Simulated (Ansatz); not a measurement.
## GaN under changes of volume

One of the cells (11.444 Å³/atom); the others are scaled copies at fixed shape and fractional positions:

```
Ga N
1.0
     0.00000    2.25350    2.25350
     2.25350    0.00000    2.25350
     2.25350    2.25350    0.00000
Ga N
1 1
Cartesian
  0.0000 0.0000 0.0000
  1.1268 1.1268 1.1268
```

The cell is a database's computed one.

* Program: Ansatz 0.2.0
* Functional: revPBE
* Potentials or basis: Ansatz PAW
* Cutoff: 420 eV (not typed: the program's choice for these potentials)
* k mesh: 10 × 10 × 10
* Occupations: fermi-dirac, width 0.05 eV
* Spin: no spin polarisation

| volume (Å³/atom) | energy over the lowest point (meV/atom) | pressure (GPa) | gap on the mesh (eV) |
| --- | --- | --- | --- |
| 10.757 | 75.39 | 22.0 | 2.13 |
| 10.986 | ? | ? | ? |
| 11.215 | 26.86 | 12.2 | 1.87 |
| 11.444 | 12.44 | 8.0 | 1.74 |
| 11.673 | 3.64 | 4.3 | 1.62 |
| 11.902 | 0.00 | 0.9 | 1.49 |
| 12.131 | 0.98 | -2.2 | 1.37 |

Question: What does the run at 10.986 Å³/atom give?

Answer: Energy over the lowest point 47.61 meV/atom; pressure 16.9 GPa; gap on the mesh 2.00 eV.

Worked out: A Birch-Murnaghan fit of order 3 (a polynomial in V^(-2/3)) to the other rows has its minimum at 11.97 Å³/atom with B0 = V·E''(V) = 164 GPa and B' = 4.4. It gives 47.63 meV/atom at 10.986 Å³/atom, against the run's 47.61, and -dE/dV = 16.9 GPa, against 16.9. A straight line through the other rows of the gap, of slope -6.33 eV per unit of ln V (its deformation potential), gives 2.00 eV, against the run's 2.00.

Energies are extrapolated to zero smearing.

Caveats: the PAW data sets come from PBE, with cores solved anew for the run's functional, which leaves a small shift of forces and pressure.

Spin-orbit coupling on Ga is left out.
